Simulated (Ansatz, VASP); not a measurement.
This is a calculation of Ni for Ansatz 0.2.0. 

File input.yaml:

```yaml
crystal:
  lattice:
    - [0.0, 1.737572933, 1.737572933]
    - [1.737572933, 0.0, 1.737572933]
    - [1.737572933, 1.737572933, 0.0]
  atoms:
    - { symbol: Ni, position: [0.0, 0.0, 0.0], spin: 1.0 }
kpoints:
  mp_grid: { grid: [13, 13, 13] }
scf:
  occupations: { method: fermi_dirac, width: 0.05 }
hamiltonian:
  xc: rpbe
  dispersion: d4
  pseudopotentials: { kind: all_electron, lapw: { basis_error: 0.001 } }
magnetization:
  spin_polarized: true
output:
  forces: true
  stress: true
relax:
  f_tol: 0.01
  max_steps: 60
  cell: {}
```

Potentials or basis: all-electron LAPW, scalar-relativistic.

Launch:

```bash
$ ansatz run input.yaml --threads 2 --pin off --max-ram 6144MiB --backend cpu --events-out ev --progress --plain --runs-dir out
```

Q: Translate it to VASP 6.6.1. Potentials or basis there: PBE PAW files Ni, 600 eV.

A: As run (cutoffs and basis follow the program's own potentials, and thresholds, step limits or extra output files can differ):

File INCAR:

```
SYSTEM = Ni
PREC     = Accurate       ! precision mode
ENCUT    = 600            ! plane-wave cutoff, eV
EDIFF    = 1E-6           ! SCF threshold, eV
ISMEAR   = -1             ! smearing method
SIGMA    = 0.05           ! smearing width, eV
LREAL    = .FALSE.        ! projectors in reciprocal space
LASPH    = .TRUE.         ! aspherical terms in the spheres
NELM     = 150            ! most SCF steps
ALGO     = Fast           ! electronic algorithm
ISIF     = 3              ! what is computed and relaxed
LWAVE    = .FALSE.        ! write WAVECAR
LCHARG   = .FALSE.        ! write CHGCAR
ISPIN    = 2              ! spin polarisation
MAGMOM   = 1              ! initial moments
LORBIT   = 11             ! projections on sites
LMAXMIX  = 4              ! l up to which the mixer works
GGA      = RP             ! functional
IVDW     = 13             ! dispersion correction
IBRION   = 2              ! ionic algorithm
NSW      = 60             ! ionic steps
EDIFFG   = -0.01          ! ionic threshold
```

Contents of KPOINTS:

```
Automatic mesh
0
G
  13 13 13
  0 0 0
```

The input POSCAR:

```
Ni
1.0
    0.0000000000      1.7375729330      1.7375729330
    1.7375729330      0.0000000000      1.7375729330
    1.7375729330      1.7375729330      0.0000000000
Ni
1
Direct
    0.0000000000      0.0000000000      0.0000000000
```

Potentials or basis: VASP PAW PBE potentials, release 64 (Ni).

The run is started by

```bash
$ cat potpaw_PBE.64/Ni/POTCAR > POTCAR
$ mpirun -np 1 vasp_std > vasp.out
```

Both were run:

|  | Ansatz | VASP |
| --- | --- | --- |
| Relaxed volume | 10.51 Å³/atom | 10.51 Å³/atom |
| Relaxed cell | a = 2.459 Å, b = 2.459 Å, c = 2.459 Å, α = 60.00°, β = 60.00°, γ = 60.00° | a = 2.459 Å, b = 2.459 Å, c = 2.459 Å, α = 60.00°, β = 60.00°, γ = 60.00° |
| Space group after relaxing | Fm-3m (No. 225) | Fm-3m (No. 225) |
| Pressure after relaxing | 0.0 GPa | 0.1 GPa |
| Net moment | 0.63 μB per cell | 0.63 μB per cell |

VASP's potentials were made for PBE.

Where Ansatz's input types no cutoff or centring, it takes its own default and a Γ-centred mesh.

The magnetic state is the one that the start led to; the real crystal's order can differ.

Pressure is positive in compression.
